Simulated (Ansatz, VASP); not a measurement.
# One calculation of KBr, two programs

```
K Br
1.0
     0.00000    3.18563    3.18563
     3.18563    0.00000    3.18563
     3.18563    3.18563    0.00000
K Br
1 1
Direct
  0.00000 0.00000 0.00000
  0.50000 0.50000 0.50000
```

Alike in both runs: functional LDA; k mesh 6 × 6 × 6; occupations gaussian, width 0.02 eV; no spin polarisation.

Ansatz relaxed the structure, and its values are those at the end. VASP's run is a single point on that final structure, the one shown.

```csv
,VASP,Ansatz
version,VASP 6.6.1,Ansatz 0.2.0
potentials or method,"VASP PAW LDA potentials, release 64 (K_sv, Br)","scalar-relativistic, plane waves, PAW"
plane-wave cutoff (eV),520,420
valence electrons in the cell,16,16
```

|  | VASP | Ansatz | Ansatz less VASP |
| --- | --- | --- | --- |
| gap on the k mesh at the Fermi level (eV) | 4.33 | 4.32 | -0.008 |
| least direct gap on the mesh (eV) | 4.33 | 4.32 | -0.008 |
| pressure (GPa) | 0.1 | 0.0 | -0.09 |

Expect the measured gap to be larger: semilocal functionals such as LDA lack the derivative discontinuity.
